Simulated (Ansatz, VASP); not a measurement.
**One calculation of CdTe, two programs**

The input INCAR:

```
  PREC = Accurate
  ENCUT = 520
  EDIFF = 1E-6
  ISMEAR = -1
  SIGMA = 0.05
  LREAL = F
  LASPH = T
  NELM = 60
  ALGO = Normal
  ISIF = 2
  LWAVE = F
  LCHARG = F
  GGA = PE
  NBANDS = 16
```

KPOINTS

```
regular mesh
0
Gamma
  10 10 10
```

POSCAR

```
CdTe
1.0
    0.0000000000      2.8457323256      2.8457323256
    2.8457323256      0.0000000000      2.8457323256
    2.8457323256      2.8457323256      0.0000000000
Cd Te
1 1
Direct
    0.0000000000      0.0000000000      0.0000000000
    0.2500000000      0.2500000000      0.2500000000
```

Input for Ansatz:

```yaml
crystal:
  lattice:
    - [0.0, 2.8457323256, 2.8457323256]
    - [2.8457323256, 0.0, 2.8457323256]
    - [2.8457323256, 2.8457323256, 0.0]
  atoms:
    - { symbol: Cd, position: [0.0, 0.0, 0.0] }
    - { symbol: Te, position: [0.25, 0.25, 0.25] }
kpoints:
  mp_grid: { grid: [10, 10, 10] }
  band_path:
    path:
      - [0.0, 0.0, 0.0]
      - [-0.5, -0.5, 0.0]
      - [-0.375, -0.375, 0.25]
      - [-0.375, 0.0, 0.375]
      - [0.0, 0.0, 0.0]
      - [0.0, 0.0, 0.5]
      - [-0.5, -0.25, 0.25]
      - [-0.5, -0.5, 0.0]
    npoints: 6
scf:
  occupations: { method: fermi_dirac, width: 0.05 }
hamiltonian:
  xc: pbe
  pseudopotentials: { kind: all_electron, lapw: { basis_error: 0.001 } }
output:
  forces: true
  stress: true
  eigenvalues: true
  populations: true
```

Change from the starting cell: volume scaled by 0.7, LAPW.

Alike in both runs: task single point; functional PBE; k mesh 10 × 10 × 10; occupations fermi-dirac, width 0.05 eV; no spin polarisation.

|  | VASP | Ansatz |
| --- | --- | --- |
| version | VASP 6.6.1 | Ansatz 0.2.0 |
| potentials or method | VASP PAW PBE potentials, release 64 (Cd, Te) | all-electron LAPW, scalar-relativistic |
| plane-wave cutoff (eV) | 520 | see its input |

|  | VASP | Ansatz | Ansatz less VASP |
| --- | --- | --- | --- |
| pressure (GPa) | 47.4 | 46.8 | -0.53 |

Ansatz ran all-electron here, so the differences hold the error of VASP's frozen core and of both bases.

Caveats: so large a pressure means that the cell lies far from this level's equilibrium, or that cutoff or potentials fall short (VASP); spin-orbit coupling is left out, which moves the levels of the heavy elements. A k mesh can miss the band edges.
